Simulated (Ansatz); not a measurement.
**La2O3**

The computed numbers are results of r²SCAN, scalar-relativistic (no spin polarisation) in the plane-wave PAW code Ansatz at 500 eV, 4×4×8 k-mesh, Gaussian smearing of 0.05 eV; PAW files: Ansatz's generated set soft_2.

```xyz
5
Lattice="6.3561 0.0000 0.0000 -3.1781 5.5046 0.0000 0.0000 0.0000 3.2772" Properties=species:S:1:pos:R:3 pbc="T T T"
La    0.0000    3.6697    1.6386
La    3.1781    1.8349    1.6386
O     1.5890    2.7523    0.0000
O     3.1781    0.0000    0.0000
O    -1.5890    2.7523    0.0000
```

The chain of runs began from a cell as deposited in COD, expanded in volume.

The cell is relaxed to zero pressure at this level.

Elastic constants come from the stress of slightly strained cells with relaxed atoms, in GPa, Voigt order xx, yy, zz, yz, xz, xy in the Cartesian frame of the vectors above.

```
115.5  76.6  53.2   0.0   0.0   0.0
 76.6 115.5  53.2   0.0   0.0   0.0
 53.2  53.2 288.2   0.0   0.0   0.0
  0.0   0.0   0.0  18.5   0.0   0.0
  0.0   0.0   0.0   0.0  18.5   0.0
  0.0   0.0   0.0   0.0   0.0  19.5
```

Task: Work out the Voigt, Reuss and Hill moduli.

Result: Voigt: K = (C11 + C22 + C33 + 2(C12 + C13 + C23))/9 = 98 GPa, G = (C11 + C22 + C33 − C12 − C13 − C23 + 3(C44 + C55 + C66))/15 = 34 GPa. Reuss, from the compliances S = C⁻¹: K = 89 GPa, G = 22 GPa. Hill means: K = 94 GPa, G = 28 GPa.

Task: And Young's modulus, Poisson's ratio, Pugh's ratio and the anisotropy?

Result: E = 9KG/(3K + G) = 77 GPa, ν = (3K − 2G)/(6K + 2G) = 0.36, K/G = 3.34 (over the 1.75 that Pugh's rule, made for metals, takes as the line between brittle and ductile), universal anisotropy index 5G_V/G_R + K_V/K_R − 6 = 2.6. The eigenvalues of C are 18.5, 18.5, 19.5, 39, 151, 329 GPa, all positive.

Task: What sound velocities and Debye temperature follow for a polycrystal?

Result: With a density of 4.718 g/cm³ (mean mass 65.2 u, 22.93 Å³/atom), K = 93.9 and G = 28.06 GPa from the unrounded constants, v_l = √((K + 4G/3)/ρ) = 5270 m/s and v_t = √(G/ρ) = 2440 m/s. The mean [(1/v_l³ + 2/v_t³)/3]^(−1/3) is 2750 m/s, and θ_D = (ħ/k_B)(6π²/V)^(1/3) v_m ≈ 290 K, with V the volume an atom. This is the low-temperature, elastic estimate.

The equation of state, an independent route, gives B0 = 89 GPa; its match is the Reuss value, 89 GPa, which holds for uniform pressure.

Cost: 80 s on 4 threads of Intel(R) Xeon(R) CPU @ 2.80GHz (Skylake/Cascade Lake) (shared host), peak memory 0.85 GiB.

 Scalar-relativistic only: spin–orbit splittings of the heavy atoms' levels are missing.
